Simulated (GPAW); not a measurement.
Crystal: In3Sb.

```xyz
4
Lattice="4.8370 0.0000 0.0000 0.0000 4.8370 0.0000 0.0000 0.0000 4.8370" Properties=species:S:1:pos:R:3 pbc="T T T"
Sb    0.0000    0.0000    0.0000
In    0.0000    2.4185    2.4185
In    2.4185    0.0000    2.4185
In    2.4185    2.4185    0.0000
```

The cell comes from a database or a generator and needn't be the stable form of this composition.

```yaml
Program: GPAW 26.7.0
Task: relaxation of cell and atoms
Functional: PBEsol
Dispersion: D3(BJ)
Potentials_or_basis: PAW data sets generated in the run's folder for this functional
Cutoff: 600 eV
Basis: pw
k_mesh: 6 × 6 × 6
Occupations: fermi-dirac, width 0.05 eV
Spin: no spin polarisation
```

At the start: pressure -5.0 GPa; volume 28.29 Å³/atom.

Task: How do energy, volume and symmetry change on relaxing?

Result: Over 5 steps the energy falls by 59.2 meV/atom and the volume is 24.92 Å³/atom (-11.9 %); space group Pm-3m (No. 221, to 0.05 Å).

The path:
| step | energy change (eV) | largest force (eV/Å) | pressure (GPa) | volume (Å³) |
| --- | --- | --- | --- | --- |
| 1 | 0.0000 | 0.0000 | -5.03 | 113.17 |
| 2 | -0.0322 | 0.0000 | -4.76 | 112.09 |
| 3 | -0.2257 | 0.0000 | 1.43 | 97.31 |
| 4 | -0.2362 | 0.0000 | -0.29 | 100.20 |
| 5 | -0.2366 | 0.0000 | -0.01 | 99.70 |

Final structure:
```yaml
crystal:
  lattice:
    - [4.63693, 0.00000, 0.00000]
    - [0.00000, 4.63693, 0.00000]
    - [0.00000, 0.00000, 4.63693]
  atoms:
    - { symbol: Sb, position: [0.00000, 0.00000, 0.00000] }
    - { symbol: In, position: [0.00000, 0.50000, 0.50000] }
    - { symbol: In, position: [0.50000, 0.00000, 0.50000] }
    - { symbol: In, position: [0.50000, 0.50000, 0.00000] }
```

Caveat: later steps reuse the first step's grids; pairwise dispersion overbinds metals, which lowers pressure and volume.
